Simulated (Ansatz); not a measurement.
Input of an Ansatz 0.2.0 run:

Contents of input.yaml:

```yaml
crystal:
  lattice:
    - [0.0, 2.179, 2.179]
    - [2.179, 0.0, 2.179]
    - [2.179, 2.179, 0.0]
  atoms:
    - { symbol: Si, position: [0.0, 0.0, 0.0] }
    - { symbol: C, position: [0.75, 0.75, 0.75] }
kpoints:
  mp_grid: { grid: [10, 10, 10] }
scf:
  occupations: { method: gaussian, width: 0.023 }
hamiltonian:
  xc: pbe
  pseudopotentials: { kind: all_electron, lapw: { basis_error: 0.001 } }
output:
  forces: true
  stress: true
  eigenvalues: true
```

Potentials or basis: all-electron LAPW, scalar-relativistic.

Command:

```console
$ ansatz run input.yaml --threads 1 --pin off --max-ram 3072MiB --backend cpu --events-out ev --progress --plain --runs-dir out
```

Q: Predict the band gap on the k mesh.

A: 1.36 eV, indirect (least direct gap 4.55 eV).

Q: What does it give for the pressure?

A: 3.3 GPa.

**Measured values to compare with.**

From “Insight into the structural, elastic and electronic properties of a new orthorhombic 6O-SiC polytype”, 2020, pmc:7200658, for a bulk crystal of SiC: band gap 2.4 eV (indirect).

Against the measured gap of SiC, 2.4 eV (indirect; quoted in “Insight into the structural, elastic and electronic properties of a new orthorhombic 6O-SiC polytype”, 2020, pmc:7200658), the calculated 1.36 eV is off by -1.04 eV. The value is that of PBE on a finite k mesh, which can miss the band edges, without temperature or zero-point motion. Semilocal functionals fall short of measured gaps as a rule.
